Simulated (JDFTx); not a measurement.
# Sn: equation of state with PBEsol

Crystal: Sn.

```
Sn
1.0
    -1.72654    1.77555    2.33834
     1.72654   -1.77555    2.33834
     1.72654    1.77555   -2.33834
Sn
1
Cartesian
  0.0000 0.0000 0.0000
```

This isn't the form of Sn at room conditions, which is tetragonal (white tin).

```json
{
 "Program": "JDFTx 1.7.0 (patched build)",
 "Task": "equation of state",
 "Functional": "PBEsol",
 "Potentials or basis": "PseudoDojo-SR-PBEsol-0.4.1-standard with smoothed tails",
 "Cutoff": "980 eV",
 "Density cutoff": "3918 eV",
 "k mesh": "11 × 11 × 11",
 "Occupations": "fermi-dirac, width 0.05 eV",
 "Spin": "no spin polarisation",
 "Local potential set to -Z/r beyond": "6 bohr",
 "Bands": "13",
 "Density cutoff over wavefunction cutoff": "4",
 "Max SCF steps": "100",
 "SCF threshold on the energy": "1e-09 Ha",
 "Solver of the electrons": "scf"
}
```

- Equilibrium volume: 26.61 Å³/atom (rough: see the caveat)
- Bulk modulus at fixed shape and positions: 57 GPa (rough)

Energy against volume, from the lowest point:
```csv
volume (Å³/atom),energy (meV/atom)
26.953,0.00
27.526,4.44
28.100,12.48
28.673,23.71
29.247,37.72
29.820,54.22
30.394,72.90
```

Caveat: the minimum lies outside the volumes run; the cell was scaled at fixed shape and fractional positions, which overstates the stiffness of a crystal with free parameters, most of all of layers and chains.
